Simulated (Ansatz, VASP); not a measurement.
C: VASP beside Ansatz

```xyz
4
Lattice="3.1063 0.0000 0.0000 0.0000 3.1063 0.0000 0.0000 0.0000 2.4517" Properties=species:S:1:pos:R:3 pbc="T T T"
C     2.0058    0.0000    0.6129
C     1.1005    0.0000    1.8388
C     0.0000    2.0058    0.0000
C     0.0000    1.1005    1.2259
```

Alike in both runs: functional PBE; k mesh 10 × 10 × 12; occupations gaussian, width 0.02 eV; no spin polarisation.

Ansatz relaxed the structure, and its values are those at the end. VASP's run is a single point on that final structure, the one shown.

|  | VASP | Ansatz |
| --- | --- | --- |
| version | VASP 6.6.1 | Ansatz 0.2.0 |
| potentials or method | VASP PAW PBE potentials, release 64 (C) | scalar-relativistic, plane waves, PAW |
| plane-wave cutoff (eV) | 520 | 420 |
| valence electrons in the cell | 16 | 16 |

Ansatz gave:

| Quantity | Value |
| --- | --- |
| gap on the k mesh at the Fermi level (eV) | 1.06 |
| least direct gap on the mesh (eV) | 3.83 |
| pressure (GPa) | 0.0 |
| rms of the force components (eV/Å) | 0.003 |

Q: Estimate VASP's values.

A: gap on the k mesh at the Fermi level (eV): 1.05; least direct gap on the mesh (eV): 3.82; pressure (GPa): 0.5; rms of the force components (eV/Å): 0.016.
